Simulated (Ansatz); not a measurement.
Input of an Ansatz 0.2.0 run:

File input.yaml:

```yaml
crystal:
  lattice:
    - [3.1976457435, 0.0, 0.0]
    - [-1.5988228718, 2.7692424462, 0.0]
    - [0.0, 0.0, 5.22870971]
  atoms:
    - { symbol: Co, position: [0.3333333333, 0.6666666667, 0.50336241], spin: 2.0 }
    - { symbol: Co, position: [0.0, 0.0, 0.00347414], spin: 2.0 }
    - { symbol: O, position: [0.3333333333, 0.6666666667, 0.8715556] }
    - { symbol: O, position: [0.0, 0.0, 0.37160885] }
kpoints:
  mp_grid: { grid: [10, 10, 5] }
scf:
  occupations: { method: fermi_dirac, width: 0.05 }
hamiltonian:
  xc: pbesol
  pseudopotentials: { kind: all_electron, lapw: { basis_error: 0.002 } }
magnetization:
  spin_polarized: true
output:
  forces: true
  stress: true
relax:
  f_tol: 0.005
  max_steps: 60
  cell: { p_target: 5 }
```

Potentials or basis: all-electron LAPW, scalar-relativistic.

Run with:

```console
$ ansatz run input.yaml --threads 4 --pin off --max-ram 12288MiB --backend cpu --events-out ev --progress --plain --runs-dir out
```

(1) Estimate the net moment.

(2) Estimate the site moments.

(3) Predict the space group after relaxing (to 0.05 Å).

Answers

(1) 0.00 μB per cell.

(2) Co -1.90, +1.90; O +0.10, -0.10 μB.

(3) P6_3mc (No. 186).

Caveat: the starting moments weren't kept.
